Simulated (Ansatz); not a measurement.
The calculation used DFT PBE, scalar-relativistic, plane waves, PAW (Ansatz 0.2.0). All cells share a 420 eV cutoff and Γ-centred k meshes spaced at most about 0.3 Å⁻¹ (about 0.25 or finer for metals, 2π included). No spin polarisation.

All energies are static (0 K, no zero-point motion).

Compare these two cells of Ga₄O, each relaxed at this level.

A.

```cif
data_structure
_symmetry_space_group_name_H-M 'Pm-3m'
_symmetry_Int_Tables_number 221
_cell_length_a 4.4620
_cell_length_b 4.4620
_cell_length_c 4.4620
_cell_angle_alpha 90.000
_cell_angle_beta 90.000
_cell_angle_gamma 90.000
_cell_volume 88.84
loop_
_atom_site_label
_atom_site_type_symbol
_atom_site_symmetry_multiplicity
_atom_site_Wyckoff_symbol
_atom_site_fract_x
_atom_site_fract_y
_atom_site_fract_z
_atom_site_occupancy
Ga1 Ga 1 a 0.00000 0.00000 0.00000 1
Ga2 Ga 3 c 0.50000 0.50000 0.00000 1
O1 O 1 b 0.50000 0.50000 0.50000 1
```

B.

```cif
data_structure
_symmetry_space_group_name_H-M 'Pm-3m'
_symmetry_Int_Tables_number 221
_cell_length_a 4.8530
_cell_length_b 4.8530
_cell_length_c 4.8530
_cell_angle_alpha 90.000
_cell_angle_beta 90.000
_cell_angle_gamma 90.000
_cell_volume 114.30
loop_
_atom_site_label
_atom_site_type_symbol
_atom_site_symmetry_multiplicity
_atom_site_Wyckoff_symbol
_atom_site_fract_x
_atom_site_fract_y
_atom_site_fract_z
_atom_site_occupancy
Ga1 Ga 1 b 0.50000 0.50000 0.50000 1
Ga2 Ga 3 c 0.00000 0.50000 0.50000 1
O1 O 1 a 0.00000 0.00000 0.00000 1
```

**Question.** Which placement of the atoms is lower in energy, and by how much?

**Answer.** A is lower, by 0.66 eV/atom. The two share one framework of sites and differ in which element sits where. A has space group Pm-3m (No. 221), 17.8 Å³/atom and no gap on its mesh; B has space group Pm-3m (No. 221), 22.9 Å³/atom and no gap. Counting Ga atoms around O (those within 1.25 times the shortest such distance or 1.15 times the sum of covalent radii, 1.27 where that leaves under three; a plus sign parts nearer from farther groups; the shortest distance is added where it exceeds 1.18 times the sum of covalent radii), A has O 6 from 2.2 Å and B has O 12+8 from 3.4 Å. The denser one is the lower, and pressure would at first widen the difference. In A, around Ga on a site of symmetry m-3m lie 12 Ga at 3.16 Å; around Ga on a site of symmetry 4/mmm lie 2 O at 2.23 Å and 12 Ga at 3.16 Å; around O lie 6 Ga at 2.23 Å. In B, Ga on a site of symmetry m-3m has 6 Ga at 2.43 Å; Ga on a site of symmetry 4/mmm has 2 Ga at 2.43 Å, 4 O at 3.43 Å and 8 Ga at 3.43 Å; O is surrounded by 12 Ga at 3.43 Å (long against the sum of covalent radii). Both come from invented guesses. The lowest form computed isn't among them: it has space group P-6m2 (No. 187), 18.1 Å³/atom and lies 94 meV/atom below the best shown.

O stands nearly free of neighbours here, and without spin polarisation the energy of such atoms comes out too high.
